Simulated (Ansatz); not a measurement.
**Lu (omega (AlB2-type)): energy against volume**

All numbers below come from DFT, RPBE, plane waves (420 eV) with PAW, scalar-relativistic (Ansatz). (PAW data from PBE, frozen cores regenerated.)

The cell is scaled uniformly from the relaxed one, with fractional coordinates and shape fixed. Energies are extrapolated to zero smearing, pressures are those at the given smearing. Magnetic state: spin not included.

A Birch-Murnaghan fit gives V₀ = 30.42 Å³/atom, B₀ = 41 GPa, B₀′ = 3.2.

Problem. What are the energy above the minimum and the pressure at 26.843 Å³/atom?

Solution. 64.1 meV/atom and 6.38 GPa as computed.

Problem. What are the energy above the minimum and the pressure at 29.283 Å³/atom?

Solution. 5.8 meV/atom and 1.77 GPa as computed.

Problem. What are the energy above the minimum and the pressure at 31.723 Å³/atom?

Solution. 6.7 meV/atom and -1.49 GPa as computed.
